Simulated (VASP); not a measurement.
# I (I4/mmm) in VASP: a series of runs

The runs below take I through relaxation of cell and atoms, with PBEsol.

Everything below comes from runs of VASP 6.6.1. Logs are shortened: lines on timing, memory, paths and dates and some standing lists are left out, and cuts for length are marked.

## (1) Starting point

The structure is tetragonal, space group I4/mmm (No. 139). Conventional cell: a = 3.179 Å, b = 3.179 Å, c = 7.548 Å, α = 90.00°, β = 90.00°, γ = 90.00°. I (site symmetry 4/mmm) is surrounded by 4 I at 3.18 Å.

## (2) Relaxation of cell and atoms, PBEsol

Contents of INCAR:

```
PREC = Accurate
ENCUT = 600
EDIFF = 1E-7
ISMEAR = 0
SIGMA = 0.03
LREAL = F
LASPH = T
NELM = 80
ALGO = Normal
ISIF = 3
LWAVE = F
LCHARG = F
GGA = PS
IBRION = 2
NSW = 90
EDIFFG = -0.005
```

Contents of KPOINTS:

```
Automatic mesh
0
Gamma
  12 12 12
```

Contents of POSCAR:

```
I                                       
1.0
   -1.5896874182      1.5897909671      3.7740651025
    1.5896874182     -1.5897909671      3.7740651025
    1.5896874182      1.5897909671     -3.7740651025
  I             
     1
Direct
     0.0000000000000000    0.0000000000000000    0.0000000000000000
```

Potentials or basis: VASP PAW PBE potentials, release 64 (I).

On the command line:

```bash
cat potpaw_PBE.64/I/POTCAR > POTCAR
mpirun -np 1 vasp_std > vasp.out
```

OUTCAR:

```text
PREC = Accurate
   ENCUT = 600
   EDIFF = 1E-7
   ISMEAR = 0
   LREAL = F
   LASPH = T
   NELM = 80
   ISIF = 3
   GGA = PS
   IBRION = 2
   NSW = 90
   EDIFFG = -0.005

 ion  position               nearest neighbor table
   1  0.000  0.000  0.000-

  LATTYP: Found a body centered orthorhombic cell.
 ALAT       =     3.1793748364
 B/A-ratio  =     1.0000651379
 C/A-ratio  =     2.3740925790

  Lattice vectors:

 A1 = (  -1.5896874182,   1.5897909671,   3.7740651025)
 A2 = (   1.5896874182,  -1.5897909671,   3.7740651025)
 A3 = (   1.5896874182,   1.5897909671,  -3.7740651025)

Analysis of symmetry for initial positions (statically):
=====================================================================
 Subroutine PRICEL returns:
 Original cell was already a primitive cell.

 Routine SETGRP: Setting up the symmetry group for a
 body centered orthorhombic supercell.

 Subroutine GETGRP returns: Found  8 space group operations
 (whereof  8 operations were pure point group operations)
 out of a pool of  8 trial point group operations.

The static configuration has the point symmetry D_2h.

Analysis of symmetry for dynamics (positions and initial velocities):
=====================================================================
 Subroutine PRICEL returns:
 Original cell was already a primitive cell.

 Routine SETGRP: Setting up the symmetry group for a
 body centered orthorhombic supercell.

 Subroutine GETGRP returns: Found  8 space group operations
 (whereof  8 operations were pure point group operations)
 out of a pool of  8 trial point group operations.

The dynamic configuration has the point symmetry D_2h.

 Subroutine INISYM returns: Found  8 space group operations
 (whereof  8 operations are pure point group operations),
 and found     1 'primitive' translations

----------------------------------------------------------------------------------------

                                     Primitive cell

  volume of cell :      38.1523

[... 139 lines left out ...]

  FORCE on cell =-STRESS in cart. coord.  units (eV):
  Direction    XX          YY          ZZ          XY          YZ          ZX
  --------------------------------------------------------------------------------------
  -------------------------------------------------------------------------------------
  Total        0.0029683      0.0011444      0.0050592     -0.0000000      0.0000000      0.0000000
  in kB        0.1246529      0.0480599      0.2124560     -0.0000000      0.0000000      0.0000000
  external PRESSURE =       0.1283896 kB  Pullay stress =       0.0000000 kB

 VOLUME and BASIS-vectors are now :
 -----------------------------------------------------------------------------
  energy-cutoff  :      600.00
  volume of cell :       38.15
      direct lattice vectors                 reciprocal lattice vectors
    -1.589687418  1.589790967  3.774065102     0.000000000  0.314506756  0.132483141
     1.589687418 -1.589790967  3.774065102     0.314527242  0.000000000  0.132483141
     1.589687418  1.589790967 -3.774065102     0.314527242  0.314506756  0.000000000

 POSITION                                       TOTAL-FORCE (eV/Angst)
 -----------------------------------------------------------------------------------
      0.00000      0.00000      0.00000         0.000000      0.000000     -0.000000
 -----------------------------------------------------------------------------------
    total drift:                                0.000000      0.000000      0.000000

  FREE ENERGIE OF THE ION-ELECTRON SYSTEM (eV)
  ---------------------------------------------------
  free  energy   TOTEN  =        -1.6796853337 eV

  energy  without entropy=       -1.6796380761  energy(sigma->0) =       -1.67966170

--------------------------------------- Ionic step        2  -------------------------------------------

 number of electron       7.0000000 magnetization

 Free energy of the ion-electron system (eV)
  ---------------------------------------------------
  ext. energy  EPLUGINS =         0.00000000
  ---------------------------------------------------
  free energy    TOTEN  =        -1.67968638 eV

  energy without entropy =       -1.67963994  energy(sigma->0) =       -1.67966316

 E-fermi :   3.9886     XC(G=0):  -8.7232

 val. band max:        3.9399341633   @ k =  -0.3333   0.3333   0.1667
 cond. band min:       4.0235202535   @ k =  -0.4167   0.5000   0.4167
 fundamental gap:      0.0835860901
 Fermi energy:         3.9885549951

 k-point     1 :       0.0000    0.0000    0.0000
  band No.  band energies     occupation
      1     -10.1445      2.00000
      2       2.1359      2.00000
      3       5.0386      0.00000
      4       5.0390      0.00000
      5       8.4565      0.00000
      6      11.4388      0.00000
      7      12.3040      0.00000
[... 221 lines left out ...]
 k-point    24 :       0.3333    0.1667    0.0000
  band No.  band energies     occupation
      1      -8.7084      2.00000
      2       0.0034      2.00000
      3       2.0013      2.00000
      4       3.5782      2.00000
      5       9.9013      0.00000
      6      12.6794      0.00000
      7      13.7189      0.00000

 [... further k-points ...]
[... 5 lines left out ...]
  --------------------------------------------------------------------------------------
  -------------------------------------------------------------------------------------
  Total       -0.0023136     -0.0018633      0.0046151      0.0000000      0.0000000      0.0000000
  in kB       -0.0971165     -0.0782134      0.1937203      0.0000000      0.0000000      0.0000000
  external PRESSURE =       0.0061301 kB  Pullay stress =       0.0000000 kB

 VOLUME and BASIS-vectors are now :
 -----------------------------------------------------------------------------
  energy-cutoff  :      600.00
  volume of cell :       38.17
      direct lattice vectors                 reciprocal lattice vectors
    -1.589915062  1.589878741  3.774986231     0.000000000  0.314489393  0.132450814
     1.589915062 -1.589878741  3.774986231     0.314482208  0.000000000  0.132450814
     1.589915062  1.589878741 -3.774986231     0.314482208  0.314489393  0.000000000

 POSITION                                       TOTAL-FORCE (eV/Angst)
 -----------------------------------------------------------------------------------
      1.58992     -1.58988      3.77499         0.000000      0.000000      0.000000
 -----------------------------------------------------------------------------------
    total drift:                               -0.000000      0.000000     -0.000000

  FREE ENERGIE OF THE ION-ELECTRON SYSTEM (eV)
  ---------------------------------------------------
  free  energy   TOTEN  =        -1.6796863842 eV

  energy  without entropy=       -1.6796399385  energy(sigma->0) =       -1.67966316

 reached required accuracy - stopping structural energy minimisation
```

OSZICAR:

```text
N       E                     dE             d eps       ncg     rms          rms(c)
DAV:   1     0.233313028843E+02    0.23331E+02   -0.27278E+03  3920   0.798E+02
DAV:   2    -0.938707667112E+00   -0.24270E+02   -0.23396E+02  5334   0.101E+02
DAV:   3    -0.170474121611E+01   -0.76603E+00   -0.75827E+00  4914   0.217E+01
DAV:   4    -0.170985152196E+01   -0.51103E-02   -0.51103E-02  6020   0.218E+00
DAV:   5    -0.170987153412E+01   -0.20012E-04   -0.20012E-04  5306   0.101E-01    0.613E+00
DAV:   6    -0.168827419695E+01    0.21597E-01   -0.19547E-02  4732   0.880E-01    0.378E+00
DAV:   7    -0.167983620409E+01    0.84380E-02   -0.39420E-02  4697   0.128E+00    0.111E-01
DAV:   8    -0.167968182795E+01    0.15438E-03   -0.16786E-03  4361   0.324E-01    0.387E-02
DAV:   9    -0.167968422621E+01   -0.23983E-05   -0.18475E-05  6321   0.438E-02    0.149E-02
DAV:  10    -0.167968511714E+01   -0.89093E-06   -0.28832E-06  4620   0.138E-02    0.324E-03
DAV:  11    -0.167968532506E+01   -0.20792E-06   -0.32946E-07  5320   0.452E-03    0.205E-03
DAV:  12    -0.167968533368E+01   -0.86239E-08   -0.10147E-07  2989   0.209E-03
   1 F= -.16796853E+01 E0= -.16796617E+01  d E =-.167969E+01
       N       E                     dE             d eps       ncg     rms          rms(c)
DAV:   1    -0.167969267706E+01   -0.73520E-05   -0.15673E-04  4025   0.703E-02    0.117E-02
DAV:   2    -0.167968824327E+01    0.44338E-05   -0.64617E-06  4179   0.182E-02    0.595E-03
DAV:   3    -0.167968638208E+01    0.18612E-05   -0.62657E-06  4396   0.137E-02    0.725E-03
DAV:   4    -0.167968638421E+01   -0.21328E-08   -0.55997E-08  3381   0.244E-03
   2 F= -.16796864E+01 E0= -.16796632E+01  d E =-.105053E-05
```

CONTCAR:

```text
I
   1.00000000000000
    -1.5899150620040348    1.5898787408009833    3.7749862307635564
     1.5899150620040348   -1.5898787408009833    3.7749862307635564
     1.5899150620040348    1.5898787408009833   -3.7749862307635564
  I
     1
Direct
     0.0000000000000000    1.0000000000000000    0.0000000000000000

  0.00000000E+00  0.00000000E+00  0.00000000E+00
```

Wall time 2.5 min (1 thread of Intel Xeon Platinum 8375C at 2.90GHz (Ice Lake), shared host); peak memory 0.27 GiB.

What came out:

```yaml
Free_energy: -1.6797 eV
Relaxed_volume: 38.17 Å³/atom
Relaxed_cell: a = 4.394 Å, b = 4.394 Å, c = 4.394 Å, α = 137.57°, β = 137.57°, γ = 61.56°
Space_group_after_relaxing_to_0.05_Å: I4/mmm (No. 139)
Energy_gained_by_relaxing: 0.0 meV/atom
Ionic_steps: 2
Pressure_after_relaxing: 0.0 GPa
Band_gap_on_the_k_mesh: none (metal or under the smearing width)
```

Final structure:
```cif
data_structure
_symmetry_space_group_name_H-M 'P 1'
_symmetry_Int_Tables_number 1
_cell_length_a 4.3939
_cell_length_b 4.3939
_cell_length_c 4.3939
_cell_angle_alpha 137.572
_cell_angle_beta 137.573
_cell_angle_gamma 61.558
_cell_volume 38.17
loop_
_atom_site_label
_atom_site_type_symbol
_atom_site_fract_x
_atom_site_fract_y
_atom_site_fract_z
_atom_site_occupancy
I1 I 0.00000 0.00000 0.00000 1
```

Levels at points of the mesh, in eV from the Fermi level:
| k point | band 1 | band 2 | band 3 | band 4 | band 5 | band 6 | band 7 |
| --- | --- | --- | --- | --- | --- | --- | --- |
| (0.00, 0.00, 0.00) | -14.13 | -1.85 | 1.05 | 1.05 | 4.47 | 7.45 | 8.32 |
| (0.50, 0.00, 0.00) | -12.52 | -5.49 | -1.77 | 1.99 | 4.53 | 9.48 | 10.81 |
| (0.00, 0.50, 0.00) | -12.52 | -5.49 | -1.77 | 1.99 | 4.53 | 9.48 | 10.81 |
| (0.50, 0.50, 0.00) | -11.05 | -4.31 | -3.93 | -0.59 | 3.62 | 5.88 | 10.20 |
| (0.50, 0.50, 0.50) | -13.80 | -4.41 | 0.76 | 0.76 | 6.81 | 7.19 | 11.26 |

Caveat: the PAW data sets were made with another functional, which shifts forces and pressure a little; an odd number of electrons without spin polarisation forces a metal; a magnetic or distorted state may lie lower.

## (3) Relaxation of cell and atoms, PBEsol, target pressure 32 GPa, at which the enthalpy is minimised

This run uses another cell than the first one, of 23.05 Å³/atom, 0.604 times its volume.

Contents of INCAR:

```
SYSTEM = I
ALGO = Normal
EDIFF = 1E-6
EDIFFG = -0.01
ENCUT = 600
GGA = PS
IBRION = 2
ISIF = 3
ISMEAR = 0
LASPH = .True.
LCHARG = .False.
LREAL = .False.
LWAVE = .False.
NELM = 80
NSW = 90
PREC = Accurate
PSTRESS = 320.0
SIGMA = 0.03
```

Contents of KPOINTS:

```
k-points
0
Gamma
  12 12 12
  0 0 0
```

Contents of POSCAR:

```
I
1.0
   -1.4538500000      1.5166500000      2.6130000000
    1.4538500000     -1.5166500000      2.6130000000
    1.4538500000      1.5166500000     -2.6130000000
I
1
Direct
    0.0000000000      0.0000000000      0.0000000000
```

Potentials or basis: VASP PAW PBE potentials, release 64 (I).

On the command line:

```bash
cat potpaw_PBE.64/I/POTCAR > POTCAR
mpirun -np 1 vasp_std > vasp.out
```

Wall time 4 min (1 thread of Intel Xeon 6975P-C (Granite Rapids), shared host); peak memory 0.21 GiB.

It converged, with:

| Item | Value |
| --- | --- |
| Free energy | -0.7690 eV |
| Relaxed volume | 22.26 Å³/atom |
| Relaxed cell | a = 3.266 Å, b = 3.266 Å, c = 3.266 Å, α = 125.49°, β = 125.52°, γ = 80.71° |
| Space group after relaxing (to 0.05 Å) | I4/mmm (No. 139) |
| Energy change on relaxing (the enthalpy is what falls) | +134.5 meV/atom |
| Ionic steps | 19 |
| Pressure after relaxing | 32.0 GPa |
| Band gap on the k mesh | none (metal or under the smearing width) |

The path:
```tsv
step	energy change (eV)	largest force (eV/Å)	pressure (GPa)	volume (Å³)
1	0.0000	0.0000	28.31	23.05
2	0.3629	0.0000	41.12	21.32
3	0.1196	0.0000	32.49	22.40
4	0.1453	0.0000	32.85	22.24
5	0.1713	0.0000	33.32	22.10
6	0.2439	0.0000	34.93	21.78
7	0.1803	0.0000	33.52	22.05
8	0.1752	0.0000	33.40	22.08
9	0.0703	0.0000	29.03	22.61
10	0.1321	0.0000	31.67	22.28
11	0.1388	0.0000	31.97	22.24
12	0.1403	0.0000	32.04	22.23
13	0.1435	0.0000	32.20	22.22
14	0.1417	0.0000	32.11	22.23
15	0.1319	0.0000	31.86	22.28
16	0.1331	0.0000	31.90	22.27
17	0.1403	0.0000	32.19	22.23
18	0.1372	0.0000	32.06	22.25
19	0.1345	0.0000	31.96	22.26
```

Final structure:
```cif
data_structure
_symmetry_space_group_name_H-M 'P 1'
_symmetry_Int_Tables_number 1
_cell_length_a 3.2661
_cell_length_b 3.2661
_cell_length_c 3.2661
_cell_angle_alpha 125.488
_cell_angle_beta 125.518
_cell_angle_gamma 80.706
_cell_volume 22.26
loop_
_atom_site_label
_atom_site_type_symbol
_atom_site_fract_x
_atom_site_fract_y
_atom_site_fract_z
_atom_site_occupancy
I1 I 0.00000 0.00000 0.00000 1
```

Levels at points of the mesh, in eV from the Fermi level:
| k point | band 1 | band 2 | band 3 | band 4 | band 5 | band 6 | band 7 |
| --- | --- | --- | --- | --- | --- | --- | --- |
| (0.00, 0.00, 0.00) | -17.51 | 1.98 | 2.46 | 2.47 | 8.56 | 10.35 | 10.55 |
| (0.50, 0.00, 0.00) | -13.85 | -8.66 | -0.70 | 2.17 | 5.41 | 9.09 | 10.30 |
| (0.00, 0.50, 0.00) | -13.85 | -8.65 | -0.69 | 2.18 | 5.41 | 9.09 | 10.18 |
| (0.50, 0.50, 0.00) | -11.65 | -7.40 | -3.77 | -2.02 | 2.28 | 3.31 | 16.46 |
| (0.50, 0.50, 0.50) | -13.79 | -8.31 | -0.86 | -0.85 | 4.47 | 4.62 | 20.95 |

Caveat: the cell is relaxed towards a set pressure, so the enthalpy falls and the energy may rise; the PAW data sets were made with another functional, which shifts forces and pressure a little; an odd number of electrons without spin polarisation forces a metal; a magnetic or distorted state may lie lower. The run has no spin-orbit coupling, so splittings on I are missing.

## (4) Relaxation of cell and atoms, PBEsol, target pressure 32 GPa, at which the enthalpy is minimised

This run uses another cell than the first one, of 22.26 Å³/atom, 0.584 times its volume.

INCAR: that of step 3 with these lines changed.

```diff
@@ -2,4 +2,4 @@
 ALGO = Normal
-EDIFF = 1E-6
-EDIFFG = -0.01
+EDIFF = 1E-7
+EDIFFG = -0.005
 ENCUT = 600
```

KPOINTS is that of step 3.

Contents of POSCAR:

```
I                                       
1.0
   -1.4957363411      1.4949874762      2.4889640296
    1.4957363411     -1.4949874762      2.4889640296
    1.4957363411      1.4949874762     -2.4889640296
  I             
     1
Direct
     1.0000000000000000    1.0000000000000000    0.0000000000000000
```

On the command line:

```bash
cat potpaw_PBE.64/I/POTCAR > POTCAR
mpirun -np 1 vasp_std > vasp.out
```

Run time: 45 s. Hardware: 1 thread of Intel Xeon 6975P-C (Granite Rapids), shared host; peak memory 0.2 GiB.

It converged, with:

```
Free energy                                            : -0.7677 eV
Relaxed volume                                         : 22.26 Å³/atom
Relaxed cell                                           : a = 3.266 Å, b = 3.266 Å, c = 3.266 Å, α = 125.49°, β = 125.52°, γ = 80.71°
Space group after relaxing (to 0.05 Å)                 : I4/mmm (No. 139)
Energy change on relaxing (the enthalpy is what falls) : +1.3 meV/atom
Ionic steps                                            : 3
Pressure after relaxing                                : 32.0 GPa
Band gap on the k mesh                                 : none (metal or under the smearing width)
```

Step by step:
| step | energy change (eV) | largest force (eV/Å) | pressure (GPa) | volume (Å³) |
| --- | --- | --- | --- | --- |
| 1 | 0.0000 | 0.0000 | 31.96 | 22.26 |
| 2 | 0.0039 | 0.0000 | 32.10 | 22.24 |
| 3 | 0.0013 | 0.0000 | 32.01 | 22.26 |

Final structure:
```yaml
crystal:
  lattice:
    - [-1.49558, 1.49490, 2.48864]
    - [1.49558, -1.49490, 2.48864]
    - [1.49558, 1.49490, -2.48864]
  atoms:
    - { symbol: I, position: [0.00000, 0.00000, 0.00000] }
```

Levels at points of the mesh, in eV from the Fermi level:
```
           k point  band 1  band 2  band 3  band 4  band 5  band 6  band 7
(0.00, 0.00, 0.00)  -17.52    1.98    2.46    2.48    8.56   10.34   10.35
(0.50, 0.00, 0.00)  -13.85   -8.66   -0.69    2.18    5.41    9.09   10.16
(0.00, 0.50, 0.00)  -13.85   -8.66   -0.69    2.18    5.41    9.09   10.18
(0.50, 0.50, 0.00)  -11.65   -7.40   -3.77   -2.02    2.28    3.30   16.46
(0.50, 0.50, 0.50)  -13.79   -8.31   -0.86   -0.85    4.47    4.62   20.95
```

Caveat: the cell is relaxed towards a set pressure, so the enthalpy falls and the energy may rise; the PAW data sets were made with another functional, which shifts forces and pressure a little; an odd number of electrons without spin polarisation forces a metal; a magnetic or distorted state may lie lower.
